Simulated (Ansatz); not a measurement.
Re under changes of volume

One of the cells (14.714 Å³/atom); the others are scaled copies at fixed shape and fractional positions:

```
Re
1.0
     2.76080    0.00000    0.00000
    -1.38040    2.39092    0.00000
     0.00000    0.00000    4.45820
Re
2
Direct
  0.66667 0.33333 0.75000
  0.33333 0.66667 0.25000
```

```yaml
Program: Ansatz 0.2.0
Functional: PBE
Potentials_or_basis: all-electron LAPW, scalar-relativistic
Cutoff: 303 eV (chosen from the basis error)
Basis_error_allowed: 0.0005 eV/atom
k_mesh: 11 × 11 × 6
Occupations: fermi-dirac, width 0.05 eV
Spin: no spin polarisation
```

```tsv
volume (Å³/atom)	energy over the lowest point (meV/atom)	pressure (GPa)
13.831	108.82	33.5
14.125	56.83	23.4
14.420	?	?
14.714	4.11	6.1
15.008	0.00	-1.3
15.303	8.74	-7.9
15.597	29.01	-13.9
```

What does the run at 14.420 Å³/atom give?

Energy over the lowest point 22.52 meV/atom; pressure 14.3 GPa.

Worked out: A Birch-Murnaghan fit of order 3 (a polynomial in V^(-2/3)) to the other rows has its minimum at 14.95 Å³/atom with B0 = V·E''(V) = 362 GPa and B' = 4.4 at fixed shape and positions, which overstates the stiffness. It gives 22.46 meV/atom at 14.420 Å³/atom, against the run's 22.52, and -dE/dV = 14.2 GPa, against 14.3.

Energies are extrapolated to zero smearing.

The runs don't all hold the same shells in valence.
